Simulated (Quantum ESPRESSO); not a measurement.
# W under changes of volume

One of the cells (15.848 Å³/atom); the others are scaled copies at fixed shape and fractional positions:

```
W
1.0
    -1.58234    1.58234    1.58234
     1.58234   -1.58234    1.58234
     1.58234    1.58234   -1.58234
W
1
Direct
  0.00000 0.00000 0.00000
```

| Property | Result |
| --- | --- |
| Program | Quantum ESPRESSO 7.5 |
| Functional | LDA |
| Potentials or basis | GBRV 1.5 LDA |
| Cutoff | 762 eV |
| Density cutoff | 6095 eV |
| k mesh | 12 × 12 × 12 |
| Occupations | fermi-dirac, width 0.05 eV |
| Spin | no spin polarisation |

```csv
volume (Å³/atom),energy over the lowest point (meV/atom),pressure (GPa)
14.897,19.42,12.4
15.214,2.55,4.8
15.531,0.00,-2.1
15.848,10.28,-8.4
16.165,?,?
16.482,64.89,-19.1
16.798,106.99,-23.7
```

What does the run at 16.165 Å³/atom give?

Energy over the lowest point 32.35 meV/atom; pressure -14.0 GPa.

Worked out: A Birch-Murnaghan fit of order 3 (a polynomial in V^(-2/3)) to the other rows has its minimum at 15.43 Å³/atom with B0 = V·E''(V) = 327 GPa and B' = 3.8. It gives 32.29 meV/atom at 16.165 Å³/atom, against the run's 32.35, and -dE/dV = -13.9 GPa, against -14.0.

Energies are extrapolated to zero smearing.
